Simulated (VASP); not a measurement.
Input of a VASP 6.6.1 run:

File INCAR:

```
ALGO = Normal
EDIFF = 1E-6
ENCUT = 520
GGA = PE
ISIF = 2
ISMEAR = 0
LASPH = T
LCHARG = T
LELF = T
LREAL = Auto
LUSENCCL = F
LVHAR = T
LWAVE = F
NBANDS = 166
NELM = 60
PREC = Accurate
SIGMA = 0.01
```

KPOINTS

```
Automatic mesh
0
Gamma
  2 2 2
  0.5 0.5 0.5
```

The input POSCAR:

```
CdTe
1.0
   -6.6173732474      6.6173732474      6.6173732474
    6.6173732474     -6.6173732474      6.6173732474
    6.6173732474      6.6173732474     -6.6173732474
Cd Te
16 16
Direct
    0.0000000000      0.2500000000      0.7500000000
    0.0000000000      0.5000000000      0.5000000000
    0.0000000000      0.7500000000      0.2500000000
    0.2500000000      0.0000000000      0.7500000000
    0.0000000000      0.0000000000      0.0000000000
    0.2500000000      0.2500000000      0.5000000000
    0.2500000000      0.5000000000      0.2500000000
    0.5000000000      0.7500000000      0.7500000000
    0.2500000000      0.7500000000      0.0000000000
    0.5000000000      0.0000000000      0.5000000000
    0.5000000000      0.2500000000      0.2500000000
    0.7500000000      0.5000000000      0.7500000000
    0.5000000000      0.5000000000      0.0000000000
    0.7500000000      0.7500000000      0.5000000000
    0.7500000000      0.0000000000      0.2500000000
    0.7500000000      0.2500000000      0.0000000000
    0.2500000000      0.5000000000      0.0000000000
    0.2500000000      0.7500000000      0.7500000000
    0.2500000000      0.0000000000      0.5000000000
    0.5000000000      0.2500000000      0.0000000000
    0.2500000000      0.2500000000      0.2500000000
    0.5000000000      0.5000000000      0.7500000000
    0.5000000000      0.7500000000      0.5000000000
    0.7500000000      0.0000000000      0.0000000000
    0.5000000000      0.0000000000      0.2500000000
    0.7500000000      0.2500000000      0.7500000000
    0.7500000000      0.5000000000      0.5000000000
    0.0000000000      0.7500000000      0.0000000000
    0.7500000000      0.7500000000      0.2500000000
    0.0000000000      0.0000000000      0.7500000000
    0.0000000000      0.2500000000      0.5000000000
    0.0000000000      0.5000000000      0.2500000000
```

Potentials or basis: VASP PAW PBE potentials, release 64 (Cd, Te).

Run with:

```bash
$ cat potpaw_PBE.64/Cd/POTCAR potpaw_PBE.64/Te/POTCAR > POTCAR
$ mpirun -np 1 vasp_std > vasp.out
```

Q: Predict the band gap on the k mesh.

A: 2.18 eV.

Q: What does it give for the pressure?

A: 0.1 GPa.

Caveat: spin-orbit coupling is left out, which moves the levels of the heavy elements; a shifted mesh leaves out Γ, where band edges can lie.

**The experiment to reproduce.**

A printed reference work, data compilation reports, for a bulk crystal of CdTe at 0 K: band gap 1.607 eV.

Against the measured gap of CdTe, 1.607 eV (0 K; a printed reference work, data compilation), the calculated 2.18 eV is off by +0.57 eV. Spin-orbit coupling on Cd, Te is left out. The value is that of PBE on a finite k mesh, which can miss the band edges, without temperature or zero-point motion.
